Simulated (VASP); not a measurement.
# InP in VASP: relaxation of the atoms with PBEsol

Aim: the relaxation of the atoms of InP with PBEsol.

Program: VASP 6.6.1. These are calculated values, not measurements. Logs are shortened: lines on timing, memory, paths and dates and some standing lists are left out, and cuts for length are marked.

### 1 Starting point

The cell holds a slab with vacuum, 10 atoms: a = 5.861 Å, b = 4.144 Å, c = 24.289 Å, α = 90.00°, β = 90.00°, γ = 90.00°.

### 2 Relaxation of the atoms, PBEsol

INCAR

```
SYSTEM = InP
PREC     = Accurate       ! precision mode
ENCUT    = 520            ! plane-wave cutoff, eV
EDIFF    = 1E-7           ! SCF threshold, eV
ISMEAR   = 0              ! smearing method
SIGMA    = 0.05           ! smearing width, eV
LREAL    = .FALSE.        ! projectors in reciprocal space
LASPH    = .TRUE.         ! aspherical terms in the spheres
NELM     = 100            ! most SCF steps
ALGO     = Normal         ! electronic algorithm
ISIF     = 2              ! what is computed and relaxed
LWAVE    = .FALSE.        ! write WAVECAR
LCHARG   = .FALSE.        ! write CHGCAR
LDIPOL   = .TRUE.       
IDIPOL   = 3            
DIPOL    = 0.5 0.5 0.500
GGA      = PS             ! functional
IBRION   = 2              ! ionic algorithm
NSW      = 100            ! ionic steps
EDIFFG   = -0.015         ! ionic threshold
KPAR     = 8
```

KPOINTS

```
regular mesh
0
G
  4 6 1
  0 0 0
```

POSCAR

```
InP
1.0
    5.8610000000      0.0000000000      0.0000000000
    0.0000000000      4.1443528450      0.0000000000
    0.0000000000      0.0000000000     24.2887056890
In P
5 5
Direct
    0.5000000000      0.5000000000      0.3293711943
    0.0000000000      0.0000000000      0.4146855971
    0.5000000000      0.5000000000      0.5000000000
    0.0000000000      0.0000000000      0.5853144029
    0.5000000000      0.5000000000      0.6706288057
    0.7500000000      0.0000000000      0.3293711943
    0.2500000000      0.5000000000      0.4146855971
    0.7500000000      0.0000000000      0.5000000000
    0.2500000000      0.5000000000      0.5853144029
    0.7500000000      0.0000000000      0.6706288057
```

Potentials or basis: VASP PAW PBE potentials, release 64 (In_d, P).

Launch:

```
> cat potpaw_PBE.64/In_d/POTCAR potpaw_PBE.64/P/POTCAR > POTCAR
> mpirun -np 8 vasp_std > vasp.out
```

OUTCAR:

```text
SYSTEM = InP
   PREC = Accurate
   ENCUT = 520
   EDIFF = 1E-7
   ISMEAR = 0
   LREAL = .FALSE.
   LASPH = .TRUE.
   NELM = 100
   ISIF = 2
   GGA = PS
   IBRION = 2
   NSW = 100
   EDIFFG = -0.015

 ion  position               nearest neighbor table
   1  0.500  0.500  0.329-   7 2.54   6 2.54   6 2.54
   2  0.000  0.000  0.415-   6 2.54   7 2.54   7 2.54   8 2.54
   3  0.500  0.500  0.500-   8 2.54   8 2.54   9 2.54   7 2.54
   4  0.000  0.000  0.585-  10 2.54   9 2.54   9 2.54   8 2.54
   5  0.500  0.500  0.671-   9 2.54  10 2.54  10 2.54
   6  0.750  0.000  0.329-   2 2.54   1 2.54   1 2.54
   7  0.250  0.500  0.415-   1 2.54   2 2.54   2 2.54   3 2.54
   8  0.750  0.000  0.500-   3 2.54   3 2.54   4 2.54   2 2.54
   9  0.250  0.500  0.585-   5 2.54   4 2.54   4 2.54   3 2.54
  10  0.750  0.000  0.671-   4 2.54   5 2.54   5 2.54

  LATTYP: Found a simple orthorhombic cell.
 ALAT       =     4.1443528450
 B/A-ratio  =     1.4142135622
 C/A-ratio  =     5.8606751397

  Lattice vectors:

 A1 = (   0.0000000000,  -4.1443528450,   0.0000000000)
 A2 = (   5.8610000000,   0.0000000000,   0.0000000000)
 A3 = (   0.0000000000,   0.0000000000,  24.2887056890)

Analysis of symmetry for initial positions (statically):
=====================================================================
 Subroutine PRICEL returns:
 Original cell was already a primitive cell.

 Routine SETGRP: Setting up the symmetry group for a
 simple orthorhombic supercell.

 Subroutine GETGRP returns: Found  4 space group operations
 (whereof  4 operations were pure point group operations)
 out of a pool of  8 trial point group operations.

The static configuration has the point symmetry C_2v.

Analysis of symmetry for dynamics (positions and initial velocities):
=====================================================================
 Subroutine PRICEL returns:
 Original cell was already a primitive cell.

 Routine SETGRP: Setting up the symmetry group for a
 simple orthorhombic supercell.

 Subroutine GETGRP returns: Found  4 space group operations
 (whereof  4 operations were pure point group operations)
 out of a pool of  8 trial point group operations.

The dynamic configuration has the point symmetry C_2v.

 Subroutine INISYM returns: Found  4 space group operations
 (whereof  4 operations are pure point group operations),
 and found     1 'primitive' translations

----------------------------------------------------------------------------------------

                                     Primitive cell

  volume of cell :     589.9739

  direct lattice vectors                    reciprocal lattice vectors
     5.861000000  0.000000000  0.000000000     0.170619348  0.000000000  0.000000000
     0.000000000  4.144352845  0.000000000     0.000000000  0.241292196  0.000000000
     0.000000000  0.000000000 24.288705689     0.000000000  0.000000000  0.041171399

  length of vectors
     5.861000000  4.144352845 24.288705689     0.170619348  0.241292196  0.041171399

  position of ions in fractional coordinates (direct lattice)
     0.500000000  0.500000000  0.329371194
     0.000000000  0.000000000  0.414685597
     0.500000000  0.500000000  0.500000000
     0.000000000  0.000000000  0.585314403
     0.500000000  0.500000000  0.670628806
     0.750000000  0.000000000  0.329371194
     0.250000000  0.500000000  0.414685597
     0.750000000  0.000000000  0.500000000
     0.250000000  0.500000000  0.585314403
     0.750000000  0.000000000  0.670628806

  ion indices of the primitive-cell ions
   primitive index   ion index
                 1           1
                 2           2
                 3           3
                 4           4
                 5           5
                 6           6
                 7           7
                 8           8
                 9           9
                10          10

----------------------------------------------------------------------------------------

 KPOINTS: regular mesh

Automatic generation of k-mesh.
 Grid dimensions read from file:
 generate k-points for:    4    6    1

 Generating k-lattice:

  Cartesian coordinates                     Fractional coordinates (reciprocal lattice)
     0.042654837  0.000000000  0.000000000     0.250000000  0.000000000  0.000000000
     0.000000000  0.040215366  0.000000000     0.000000000  0.166666667  0.000000000
     0.000000000  0.000000000  0.041171399     0.000000000  0.000000000  1.000000000

  Length of vectors
     0.042654837  0.040215366  0.041171399

  Shift w.r.t. Gamma in fractional coordinates (k-lattice)
     0.000000000  0.000000000  0.000000000

 Subroutine IBZKPT returns following result:
 ===========================================

 Found     12 irreducible k-points:

 Following reciprocal coordinates:
            Coordinates               Weight
  0.000000  0.000000  0.000000      1.000000
  0.250000  0.000000  0.000000      2.000000
  0.500000  0.000000  0.000000      1.000000
  0.000000  0.166667  0.000000      2.000000
  0.250000  0.166667  0.000000      4.000000
  0.500000  0.166667  0.000000      2.000000
  0.000000  0.333333  0.000000      2.000000
  0.250000  0.333333  0.000000      4.000000
  0.500000  0.333333  0.000000      2.000000
  0.000000  0.500000  0.000000      1.000000
  0.250000  0.500000  0.000000      2.000000
  0.500000  0.500000  0.000000      1.000000
   k-points           NKPTS =     12   k-points in BZ     NKDIM =     12   number of bands    NBANDS=     54
   number of dos      NEDOS =    301   number of ions     NIONS =     10
   total plane-waves  NPLWV = 294912
   dimension x,y,z NGX =    48 NGY =   32 NGZ =  192
   dimension x,y,z NGXF=    96 NGYF=   64 NGZF=  384
   ions per type =               5   5
   NGX,Y,Z   is equivalent  to a cutoff of  13.62, 12.84, 13.14 a.u.
   NGXF,Y,Z  is equivalent  to a cutoff of  27.23, 25.67, 26.28 a.u.
 SYSTEM =  InP
   PREC   = accura    normal or accurate (medium, high low for compatibility)
   ISTART =      0    job   : 0-new  1-cont  2-samecut
   ICHARG =      2    charge: 1-file 2-atom 10-const
   ISPIN  =      1    spin polarized calculation?
   LNONCOLLINEAR =      F non collinear calculations
   LSORBIT =      F    spin-orbit coupling
   LASPH  =      T    aspherical Exc in radial PAW
   ENCUT  =  520.0 eV  38.22 Ry    6.18 a.u.  10.90  7.71 45.16*2*pi/ulx,y,z
   NELM   =    100;   NELMIN=  2; NELMDL= -5     # of ELM steps
   EDIFF  = 0.1E-06   stopping-criterion for ELM
   LREAL  =      F    real-space projection
   EDIFFG = -.1E-01   stopping-criterion for IOM
   NSW    =    100    number of steps for IOM
   IBRION =      2    ionic relax: 0-MD 1-quasi-New 2-CG
   NFREE  =      1    steps in history (QN), initial steepest desc. (CG)
   ISIF   =      2    stress and relaxation
   ISYM   =      2    0-nonsym 1-usesym 2-fastsym
   POTIM  = 0.5000    time-step for ionic-motion
   TEBEG  =    0.0;   TEEND  =   0.0 temperature during run
   PSTRESS=    0.0 pullay stress
   NELECT =      90.0000    total number of electrons
   NUPDOWN=      -1.0000    fix difference up-down
   EMIN   =  10.00;   EMAX   =-10.00  energy-range for DOS
   EFERMI =   0.00;   METHOD = LEGACY
   ISMEAR =     0;   SIGMA  =   0.05  broadening in eV -4-tet -1-fermi 0-gaus
   EFERMI_NEDOS =   21; number of points for ismear=-14 and -15
   IALGO  =     38    algorithm
   IMIX   =      4    mixing-type and parameters
     AMIX     =   0.40;   BMIX     =  1.00
     AMIX_MAG =   1.60;   BMIX_MAG =  1.00
  volume/ion in A,a.u.               =      59.00       398.13
  Fermi-wavevector in a.u.,A,eV,Ry     =   0.874738  1.653015 10.410726  0.765167
  Thomas-Fermi vector in A             =   1.994311
   LORBIT       =      0    0 simple, 1 ext, 2 COOP (PROOUT), +10 PAW based schemes
   GGA     = PS    functional components
   LHFCALC =     F    Hartree Fock is set to
   AEXX    =    0.0000 exact exchange contribution
   IVDW    =     0    specifies the selected vdW correction
   LEPSILON=     F    determine dielectric tensor
   LRPA    =     F    only Hartree local field effects (RPA)
 conjugate gradient relaxation of ions
 non-spin polarized calculation
 Gauss-broadening in eV      SIGMA  =   0.05
  energy-cutoff  :      520.00
  volume of cell :      589.97
 maximum number of plane-waves:     15944
 NGX is ok and might be reduce to    48
   NGX = 21   NGY = 15   NGZ = 91

--------------------------------------- Ionic step        1  -------------------------------------------

 number of electron      89.9999986 magnetization

 Free energy of the ion-electron system (eV)
  ---------------------------------------------------
  ext. energy  EPLUGINS =         0.00000000
  ---------------------------------------------------
  free energy    TOTEN  =       -42.41856101 eV

  energy without entropy =      -42.41855907  energy(sigma->0) =      -42.41856004

------------------------ aborting loop because EDIFF is reached ----------------------------------------

  FORCE on cell =-STRESS in cart. coord.  units (eV):
  Direction    XX          YY          ZZ          XY          YZ          ZX
  --------------------------------------------------------------------------------------
  -------------------------------------------------------------------------------------
  Total       -2.2372874     -1.6284038      1.7108687      0.0000000      0.0000000      0.0000000
  in kB       -6.0757450     -4.4222153      4.6461630      0.0000000      0.0000000      0.0000000
  external PRESSURE =      -1.9505991 kB  Pullay stress =       0.0000000 kB
[... 113 lines left out ...]
  FREE ENERGIE OF THE ION-ELECTRON SYSTEM (eV)
  ---------------------------------------------------
  free  energy   TOTEN  =       -43.1382590577 eV

  energy  without entropy=      -43.1382590577  energy(sigma->0) =      -43.13825906

[... ionic steps 4 to 14 ...]

--------------------------------------- Ionic step       15  -------------------------------------------

 number of electron      89.9999983 magnetization

 dipolmoment           0.000000      0.000000     -0.000000 electrons x Angstroem

------------------------ aborting loop because EDIFF is reached ----------------------------------------

  FORCE on cell =-STRESS in cart. coord.  units (eV):
  Direction    XX          YY          ZZ          XY          YZ          ZX
  --------------------------------------------------------------------------------------
  -------------------------------------------------------------------------------------
  Total       -0.5054447     -1.1889512     -0.1651167      0.0000000      0.0000000      0.0000000
  in kB       -1.3726235     -3.2288047     -0.4484034      0.0000000      0.0000000      0.0000000
  external PRESSURE =      -1.6832772 kB  Pullay stress =       0.0000000 kB
[... 75 lines left out ...]
--------------------------------------- Ionic step       17  -------------------------------------------

 number of electron      89.9999984 magnetization

 dipolmoment           0.000000      0.000000      0.000000 electrons x Angstroem

 Free energy of the ion-electron system (eV)
  ---------------------------------------------------
  ext. energy  EPLUGINS =         0.00000000
  ---------------------------------------------------
  free energy    TOTEN  =       -43.68114115 eV

  energy without entropy =      -43.68114115  energy(sigma->0) =      -43.68114115

 E-fermi :  -0.5471     XC(G=0):  -4.5698

 val. band max:       -0.7864139366   @ k =   0.0000   0.0000   0.0000
 cond. band min:       0.1870052253   @ k =   0.0000   0.5000   0.0000
 fundamental gap:      0.9734191618
 Fermi energy:        -0.5471380678

 k-point     1 :       0.0000    0.0000    0.0000
  band No.  band energies     occupation
      1     -15.1320      2.00000
      2     -15.1267      2.00000
      3     -15.0899      2.00000
      4     -15.0528      2.00000
      5     -14.9786      2.00000
      6     -14.9712      2.00000
[... 673 lines left out ...]
     53       3.4398      0.00000
     54       3.6128      0.00000

------------------------ aborting loop because EDIFF is reached ----------------------------------------

 vacuum level on the upper side and lower side of the slab       (xc-potential included)        -0.050        -0.050

  FORCE on cell =-STRESS in cart. coord.  units (eV):
  Direction    XX          YY          ZZ          XY          YZ          ZX
  --------------------------------------------------------------------------------------
  -------------------------------------------------------------------------------------
  Total       -0.5087131     -1.2005120     -0.1418295      0.0000000      0.0000000      0.0000000
  in kB       -1.3814993     -3.2602002     -0.3851628      0.0000000      0.0000000      0.0000000
  external PRESSURE =      -1.6756208 kB  Pullay stress =       0.0000000 kB
[... 25 lines left out ...]
  FREE ENERGIE OF THE ION-ELECTRON SYSTEM (eV)
  ---------------------------------------------------
  free  energy   TOTEN  =       -43.6811411499 eV

  energy  without entropy=      -43.6811411499  energy(sigma->0) =      -43.68114115

 reached required accuracy - stopping structural energy minimisation

 vacuum level on the upper side and lower side of the slab         4.326         4.326
```

It took 20 min on 8 MPI ranks of Intel Xeon Platinum 8488C (Sapphire Rapids), shared host; peak memory 0.88 GiB.

What came out:

* Free energy: -43.6811 eV
* Energy gained by relaxing: 126.3 meV/atom
* Ionic steps: 17
* Largest force after relaxing: 0.005 eV/Å
* Band gap on the k mesh: 0.97 eV, indirect (least direct gap 1.11 eV)

Forces on the atoms (eV/Å):
```
In  -0.001  0.000  0.005
In  -0.001  0.000 -0.002
In   0.005  0.000  0.000
In  -0.001  0.000  0.002
In  -0.001  0.000 -0.005
P   -0.003  0.000  0.003
P    0.001  0.000  0.000
P    0.004  0.000  0.000
P    0.001  0.000  0.000
P   -0.003  0.000 -0.003
```

Step by step:
```csv
step,energy change (eV),largest force (eV/Å),pressure (GPa)
1,0.0000,1.5295,-0.20
2,-0.3681,1.2062,-0.13
3,-0.7197,1.1038,0.06
4,-1.0428,0.7372,-0.18
5,-1.2067,0.4143,-0.48
6,-1.2439,0.2214,-0.39
7,-1.2473,0.1360,-0.42
8,-1.2518,0.0913,-0.38
9,-1.2531,0.1440,-0.35
10,-1.2569,0.1034,-0.31
11,-1.2608,0.0831,-0.23
12,-1.2609,0.0956,-0.21
13,-1.2624,0.0260,-0.16
14,-1.2624,0.0281,-0.17
15,-1.2625,0.0159,-0.17
16,-1.2625,0.0151,-0.17
17,-1.2626,0.0054,-0.17
```

Final structure:
```
CELL_PARAMETERS angstrom
5.86100 0.00000 0.00000
0.00000 4.14435 0.00000
0.00000 0.00000 24.28871
ATOMIC_POSITIONS crystal
In 0.55136 0.50000 0.34657
In 0.97547 0.00000 0.41119
In 0.48020 0.50000 0.50000
In 0.97547 0.00000 0.58881
In 0.55136 0.50000 0.65343
P 0.76264 0.00000 0.31899
P 0.22763 0.50000 0.41443
P 0.73560 0.00000 0.50000
P 0.22763 0.50000 0.58557
P 0.76264 0.00000 0.68101
```

Caveat: the PAW data sets were made with another functional, which shifts forces and pressure a little; spin-orbit coupling is left out, which moves the levels of the heavy elements. Expect the measured gap to be larger: semilocal functionals such as PBEsol lack the derivative discontinuity.
